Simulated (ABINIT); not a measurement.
An input for ABINIT 10.8.3 (CdSe (F-43m)):

```
acell 3*1.0 Angstrom
rprim 
  -0.000000000000 3.070271198600 3.070271198600
  3.070271198600 -0.000000000000 3.070271198600
  3.070271198600 3.070271198600 0.000000000000
ntypat 2
znucl 48 34
natom 2
typat 1 2
xred 
  0.000000000000 0.000000000000 0.000000000000
  0.750000000000 0.750000000000 0.750000000000
pp_dirpath "pseudos"
pseudos "Cd.upf, Se.upf"
ecut 48
ngkpt 4 4 4
nshiftk 1
shiftk 0 0 0
kptopt 1
chksymbreak 0
istwfk *1
occopt 1
irdwfk 1
optdriver 3
nband 89
ecuteps 4
inclvkb 2
awtr 1
symchi 1
gwcalctyp 27
nfreqre 1
nfreqim 0
mbpt_sciss 1.706 eV
nqptdm 1
qptdm 
  0 0 0
indata_prefix "in"
outdata_prefix "out"
tmpdata_prefix "tmp"
```

```sh
OMP_NUM_THREADS=1 mpirun -n 4 abinit run.abi > log
```

Estimate wall time and host memory on 4 MPI ranks of Intel Xeon 6975P-C (Granite Rapids), shared host.

It took 17 s; on shared hardware allow 8.4 s to 33 s. Peak host memory was 1.4 GiB.

[Paths, hosts, dates, memory and timing lines, banners, echoed tables and standing remarks are left out of the program output.]

[Logs are printed without paths, hosts, clocks, repeated set-up lines and the standing remarks that a program may print on its own settings, such as how far it seeks lower states.]

[Runs of the session that timed out or met a known fault of the program may be left out.]

[No measured gap is set beside runs whose start may be inverted or whose files or cutoffs have a known fault.]

[Hosts, paths, dates, database ids (printed as entryN), source tags and the programs' standing remarks are cut or masked in the printed files.]

[G0W0 gaps are taken among the corrected bands and points alone; a level outside them can change the order at an edge.]

[Where Ansatz stands beside ABINIT at settings called matched, ABINIT's density can come from a denser mesh and the files from another edition; pairs whose starting gaps differed by over 0.03 eV were left out, so agreement reads better than it is.]
